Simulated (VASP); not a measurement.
# MgO (Fm-3m) in VASP: settings compared, part 2 of 2

VASP 6.6.1. Earlier steps stand in the parts before.

### Step 3. G0W0 quasiparticle levels, PBE

File POSCAR:

```
MgO
1.0
    0.0000000000      2.0970013927      2.0970013927
    2.0970013927      0.0000000000      2.0970013927
    2.0970013927      2.0970013927      0.0000000000
Mg O
1 1
Direct
    0.0000000000      0.0000000000      0.0000000000
    0.5000000000      0.5000000000      0.5000000000
```

File INCAR.step1:

```
SYSTEM = MgO
PREC     = Accurate       ! precision mode
ENCUT    = 500            ! plane-wave cutoff, eV
EDIFF    = 1E-8           ! SCF threshold, eV
ISMEAR   = 0              ! smearing method
SIGMA    = 0.01           ! smearing width, eV
LREAL    = .FALSE.        ! projectors in reciprocal space
LASPH    = .TRUE.         ! aspherical terms in the spheres
NELM     = 100            ! most SCF steps
ALGO     = Normal         ! electronic algorithm
LWAVE    = .TRUE.         ! write WAVECAR
LCHARG   = .FALSE.        ! write CHGCAR
GGA      = PE             ! functional
KPAR     = 4
```

File INCAR.step2:

```
SYSTEM = MgO
PREC     = Accurate       ! precision mode
ENCUT    = 500            ! plane-wave cutoff, eV
EDIFF    = 1E-8           ! SCF threshold, eV
ISMEAR   = 0              ! smearing method
SIGMA    = 0.01           ! smearing width, eV
LREAL    = .FALSE.        ! projectors in reciprocal space
LASPH    = .TRUE.         ! aspherical terms in the spheres
NELM     = 1              ! most SCF steps
ALGO     = Exact          ! electronic algorithm
LWAVE    = .TRUE.         ! write WAVECAR
LCHARG   = .FALSE.        ! write CHGCAR
GGA      = PE             ! functional
NBANDS   = 122            ! bands
LOPTICS  = .TRUE.         ! frequency-dependent dielectric function
ISTART   = 1            
KPAR     = 4
```

File INCAR.step3:

```
SYSTEM = MgO
PREC     = Accurate       ! precision mode
ENCUT    = 500            ! plane-wave cutoff, eV
EDIFF    = 1E-8           ! SCF threshold, eV
ISMEAR   = 0              ! smearing method
SIGMA    = 0.01           ! smearing width, eV
LREAL    = .FALSE.        ! projectors in reciprocal space
LASPH    = .TRUE.         ! aspherical terms in the spheres
ALGO     = EVGW0          ! electronic algorithm
LWAVE    = .FALSE.        ! write WAVECAR
LCHARG   = .FALSE.        ! write CHGCAR
GGA      = PE             ! functional
NELMGW   = 1            
NBANDS   = 122            ! bands
ENCUTGW  = 200            ! cutoff of the response function
NOMEGA   = 50             ! frequency points
PRECFOCK = Fast         
ISTART   = 1            
NBANDSGW = 12           
KPAR     = 4
```

File KPOINTS:

```
regular mesh
0
G
  6 6 6
  0 0 0
```

Potentials or basis: VASP PAW PBE potentials, release 64 (Mg_GW, O_GW).

The run is started by

```bash
> cat potpaw_PBE.64/Mg_GW/POTCAR potpaw_PBE.64/O_GW/POTCAR > POTCAR
> cp INCAR.step1 INCAR
> mpirun -np 4 vasp_std > vasp.out
> cp INCAR.step2 INCAR
> mpirun -np 4 vasp_std > vasp.out
> cp INCAR.step3 INCAR
> mpirun -np 4 vasp_std > vasp.out
```

OUTCAR:

```text
SYSTEM = MgO
   PREC = Accurate
   ENCUT = 500
   EDIFF = 1E-8
   ISMEAR = 0
   LREAL = .FALSE.
   LASPH = .TRUE.
   GGA = PE
   NELMGW = 1
   ENCUTGW = 200
   PRECFOCK = Fast
   ISTART = 1

 ion  position               nearest neighbor table
   1  0.000  0.000  0.000-   2 2.10   2 2.10   2 2.10   2 2.10   2 2.10   2 2.10
[... 192 lines left out ...]
      2       3.2799       1.8160     -21.6234     -19.7571     -25.2760       0.7844       2.0000       0.0864
      3       3.2799       1.8160     -21.6234     -19.7571     -25.2760       0.7844       2.0000       0.0864
      4       3.2799       1.8160     -21.6234     -19.7571     -25.2760       0.7844       2.0000       0.0864
      5       8.1322       9.3481     -10.8076     -12.2570      -7.4720       0.8389       0.0000      -0.0601
      6      19.1599      20.3864      -7.6188      -9.0941      -3.1095       0.8314       0.0000      -0.1050
      7      19.1599      20.3864      -7.6188      -9.0941      -3.1095       0.8314       0.0000      -0.1050
      8      19.1599      20.3864      -7.6188      -9.0941      -3.1095       0.8314       0.0000      -0.1050
      9      23.1113      23.5576      -7.3847      -7.9645      -1.6944       0.7697       0.0000      -0.4509
     10      24.9010      26.4008      -8.0917      -9.9072      -3.2782       0.8261       0.0000      -0.1700
     11      24.9010      26.4008      -8.0917      -9.9072      -3.2782       0.8261       0.0000      -0.1700
     12      27.5737      29.0585      -7.6507      -9.5172      -1.8780       0.7955       0.0000      -0.4753
[... 228 lines left out ...]
      1     -12.4347     -14.7919     -23.1100     -19.8586     -31.3949       0.7250       2.0000       1.0445
      2      -0.3268      -2.2797     -18.1950     -15.6533     -22.1485       0.7683       2.0000       0.1098
      3       1.0071      -0.8025     -19.2648     -16.9340     -23.0732       0.7764       2.0000       0.0969
      4       1.5888      -0.1246     -19.9093     -17.7057     -23.7028       0.7776       2.0000       0.0946
      5      13.8897      15.1517      -9.4806     -10.9985      -5.4060       0.8314       0.0000      -0.0752
      6      14.8388      16.3906      -8.9003     -10.7606      -4.7796       0.8342       0.0000      -0.0733
      7      15.8739      17.5593     -12.1147     -14.2362      -7.5692       0.7945       0.0000      -0.0944
      8      19.9135      21.4424      -9.2202     -11.1250      -4.1767       0.8026       0.0000      -0.1760
      9      23.5914      25.0768      -9.4781     -11.3771      -3.8397       0.7822       0.0000      -0.3233
     10      28.0725      29.2944      -8.0133      -9.5211      -2.3724       0.8104       0.0000      -0.5740
     11      29.6694      31.5247      -8.9650     -11.1526      -3.5836       0.8481       0.0000      -0.6239
     12      31.8438      33.7219      -9.6548     -11.8715      -3.7564       0.8472       0.0000      -0.8249
```

OUTCAR.step1:

```text
SYSTEM = MgO
   PREC = Accurate
   ENCUT = 500
   EDIFF = 1E-8
   ISMEAR = 0
   LREAL = .FALSE.
   LASPH = .TRUE.
[... 387 lines left out ...]
      0.00000      0.00000      0.00000         0.000000      0.000000     -0.000000
      2.09700      2.09700      2.09700        -0.000000     -0.000000      0.000000
 -----------------------------------------------------------------------------------
    total drift:                               -0.000000     -0.000000      0.000000

  FREE ENERGIE OF THE ION-ELECTRON SYSTEM (eV)
  ---------------------------------------------------
  free  energy   TOTEN  =       -11.9227412901 eV

  energy  without entropy=      -11.9227412901  energy(sigma->0) =      -11.92274129
```

It took 2.1 min on 4 MPI ranks of AMD EPYC 7R13 (Zen 3), shared host; peak memory 0.4 GiB.

Results:

```yaml
Band_gap_on_the_k_mesh_mean-field_level: 4.85 eV, direct
Quasiparticle_gap: 7.53 eV
Least_direct_quasiparticle_gap: 7.53 eV
```

Caveat: the k mesh is coarse (spacing up to 0.43 Å⁻¹), so the values aren't converged; bands, screening cutoff and mesh are small and nothing is extrapolated, so the quasiparticle values aren't converged.

### Step 4. EvGW0 quasiparticle levels, PBE

POSCAR is that of step 3.

File INCAR.step1:

```
SYSTEM = MgO
  PREC = Accurate
  ENCUT = 500
  EDIFF = 1E-8
  ISMEAR = 0
  SIGMA = 0.01
  LREAL = .FALSE.
  LASPH = .TRUE.
  NELM = 80
  ALGO = Normal
  LWAVE = .TRUE.
  LCHARG = .FALSE.
  GGA = PE
  KPAR = 4
```

File INCAR.step2:

```
SYSTEM = MgO
  PREC = Accurate
  ENCUT = 500
  EDIFF = 1E-8
  ISMEAR = 0
  SIGMA = 0.01
  LREAL = .FALSE.
  LASPH = .TRUE.
  NELM = 1
  ALGO = Exact
  LWAVE = .TRUE.
  LCHARG = .FALSE.
  GGA = PE
  NBANDS = 122
  LOPTICS = .TRUE.
  ISTART = 1
  KPAR = 4
```

File INCAR.step3:

```
SYSTEM = MgO
  PREC = Accurate
  ENCUT = 500
  EDIFF = 1E-8
  ISMEAR = 0
  SIGMA = 0.01
  LREAL = .FALSE.
  LASPH = .TRUE.
  ALGO = EVGW0
  LWAVE = .FALSE.
  LCHARG = .FALSE.
  GGA = PE
  NELMGW = 4
  NBANDS = 122
  ENCUTGW = 200
  NOMEGA = 50
  PRECFOCK = Fast
  ISTART = 1
  NBANDSGW = 12
  KPAR = 4
```

File KPOINTS:

```
Automatic mesh
0
G
  6 6 6
  0 0 0
```

Potentials or basis: VASP PAW PBE potentials, release 64 (Mg_GW, O_GW).

The run is started by

```bash
> cat potpaw_PBE.64/Mg_GW/POTCAR potpaw_PBE.64/O_GW/POTCAR > POTCAR
> cp INCAR.step1 INCAR
> mpirun -np 4 vasp_std > vasp.out
> cp INCAR.step2 INCAR
> mpirun -np 4 vasp_std > vasp.out
> cp INCAR.step3 INCAR
> mpirun -np 4 vasp_std > vasp.out
```

OUTCAR:

```text
SYSTEM = MgO
   PREC = Accurate
   ENCUT = 500
   EDIFF = 1E-8
   ISMEAR = 0
   LREAL = .FALSE.
   LASPH = .TRUE.
   GGA = PE
   NELMGW = 4
   ENCUTGW = 200
   PRECFOCK = Fast
   ISTART = 1

 ion  position               nearest neighbor table
   1  0.000  0.000  0.000-   2 2.10   2 2.10   2 2.10   2 2.10   2 2.10   2 2.10
[... 192 lines left out ...]
      2       3.2799       1.8160     -21.6234     -19.7571     -25.2760       0.7844       2.0000       0.0864
      3       3.2799       1.8160     -21.6234     -19.7571     -25.2760       0.7844       2.0000       0.0864
      4       3.2799       1.8160     -21.6234     -19.7571     -25.2760       0.7844       2.0000       0.0864
      5       8.1322       9.3481     -10.8076     -12.2570      -7.4720       0.8389       0.0000      -0.0601
      6      19.1599      20.3864      -7.6188      -9.0941      -3.1095       0.8314       0.0000      -0.1050
      7      19.1599      20.3864      -7.6188      -9.0941      -3.1095       0.8314       0.0000      -0.1050
      8      19.1599      20.3864      -7.6188      -9.0941      -3.1095       0.8314       0.0000      -0.1050
      9      23.1113      23.5576      -7.3847      -7.9645      -1.6944       0.7697       0.0000      -0.4509
     10      24.9010      26.4008      -8.0917      -9.9072      -3.2782       0.8261       0.0000      -0.1700
     11      24.9010      26.4008      -8.0917      -9.9072      -3.2782       0.8261       0.0000      -0.1700
     12      27.5737      29.0585      -7.6507      -9.5172      -1.8780       0.7955       0.0000      -0.4753
[... 1002 lines left out ...]
      1     -15.4891     -15.5202     -22.9551       7.4240     -31.3949       0.7401       2.0000       1.1607
      2      -2.7042      -2.7179     -18.0486      15.3265     -22.1485       0.7646       2.0000       0.1155
      3      -1.1929      -1.2055     -19.1502      17.9411     -23.0732       0.7769       2.0000       0.0967
      4      -0.5027      -0.5149     -19.8128      19.2946     -23.7028       0.7792       2.0000       0.0924
      5      15.3431      15.3457      -9.5419      24.8882      -5.4060       0.8316       0.0000      -0.0789
      6      16.6181      16.6216      -8.9771      25.5994      -4.7796       0.8374       0.0000      -0.0766
      7      17.8266      17.8309     -12.2781      30.1101      -7.5692       0.7958       0.0000      -0.1012
      8      21.7280      21.7330      -9.3042      31.0385      -4.1767       0.8007       0.0000      -0.1849
      9      25.3953      25.4019      -9.5648      34.9685      -3.8397       0.7823       0.0000      -0.3395
     10      29.5407      29.5462      -8.0461      37.5936      -2.3724       0.8085       0.0000      -0.5530
     11      31.7094      31.7114      -9.1102      40.8221      -3.5836       0.8342       0.0000      -0.6403
     12      33.8722      33.8739      -9.8410      43.7153      -3.7564       0.8399       0.0000      -0.8647
```

OUTCAR.step2:

```text
SYSTEM = MgO
   PREC = Accurate
   ENCUT = 500
   EDIFF = 1E-8
[... 851 lines left out ...]
  --------------------------------------------------------------------------------------------------------------
     0.00000     3.20842     3.20842     3.20842    -0.00000    -0.00000    -0.00000
     2.53669     3.36504     3.36504     3.36504    -0.00000    -0.00000    -0.00000
     5.07337     3.37901     3.37901     3.37901    -0.00000    -0.00000    -0.00000
     7.61006     4.43815     4.43815     4.43815    -0.00000    -0.00000     0.00000
    10.14675     2.12266     2.12266     2.12266     0.00000     0.00000    -0.00000
    12.68344     1.77692     1.77692     1.77692    -0.00000    -0.00000    -0.00000
[... 92 lines left out ...]
   248.59535     0.99026     0.99026     0.99026     0.00000    -0.00000     0.00000
   251.13203     0.99047     0.99047     0.99047     0.00000    -0.00000     0.00000
```

Run time: 7.5 min. Hardware: 4 MPI ranks of Intel Xeon Platinum 8259CL at 2.50GHz (Skylake/Cascade Lake), shared host; peak memory 0.42 GiB.

Results:

| Property | Result |
| --- | --- |
| Band gap on the k mesh, mean-field level | 4.85 eV, direct |
| Quasiparticle gap | 8.02 eV |
| Least direct quasiparticle gap | 8.02 eV |

Levels at points of the mesh, in eV from the valence-band top:
| k point | band 1 | band 2 | band 3 | band 4 | band 5 | band 6 | band 7 | band 8 |
| --- | --- | --- | --- | --- | --- | --- | --- | --- |
| (0.00, 0.00, 0.00) | -17.34 | 0.00 | 0.00 | 0.00 | 4.85 | 15.88 | 15.88 | 15.88 |
| (0.50, 0.00, 0.00) | -16.02 | -4.67 | -0.67 | -0.67 | 7.98 | 12.75 | 16.40 | 16.40 |
| (0.50, 0.50, 0.00) | -15.75 | -4.14 | -1.37 | -1.37 | 9.14 | 10.11 | 13.23 | 19.11 |

Quasiparticle gap after each update of the energies (eV): 7.53, 7.94, 8.01, 8.02

Caveat: the k mesh is coarse (spacing up to 0.43 Å⁻¹), so the values aren't converged; bands, screening cutoff and mesh are small and nothing is extrapolated, so the quasiparticle values aren't converged.

### Step 5. Against experiment

Step 2. Measured gap of MgO: 7.83 eV (quoted in “Electronic structure of alkaline earth and post-transition metal oxides”, 2009, arxiv:0908.1581). This calculation gives 7.32 eV (-0.51 eV). The value is that of PBE0, without temperature or zero-point motion. The cell is a database's relaxed one, not the measured one, which moves gaps too.
